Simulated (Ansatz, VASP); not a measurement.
## Two plane-wave programs on Lu

```
Lu
1.0
     3.50310    0.00000    0.00000
    -1.75155    3.03377    0.00000
     0.00000    0.00000    5.55090
Lu
2
Direct
  0.66667 0.33333 0.75000
  0.33333 0.66667 0.25000
```

Alike in both runs: functional BLYP; k mesh 5 × 5 × 3; occupations fermi-dirac, width 0.05 eV; no spin polarisation.

```csv
,VASP,Ansatz
version,VASP 6.6.1,Ansatz 0.2.0
potentials or method,"VASP PAW PBE potentials, release 64 (Lu)",Ansatz PAW
plane-wave cutoff (eV),520,420
valence electrons in the cell,50,50
task,single point,projected density of states
```

|  | VASP | Ansatz | Ansatz less VASP |
| --- | --- | --- | --- |
| gap on the k mesh at the Fermi level (eV) | none | none | - |
| pressure (GPa) | 0.6 | 0.7 | +0.09 |
| largest component of the traceless stress (GPa) | 1.90 | 1.87 | -0.027 |

A gap of «none» marks a metal or a gap that the smearing closes.

Caveats: the k mesh is coarse (spacing up to 0.41 Å⁻¹), so the values aren't converged; the PAW data sets were made with another functional, which shifts forces and pressure a little (VASP); the PAW data sets come from PBE, with cores solved anew for the run's functional, which leaves a small shift of forces and pressure (Ansatz); the density of states is complete only up to the lowest level of the last band computed (Ansatz). The runs have no spin-orbit coupling, so splittings on Lu are missing.
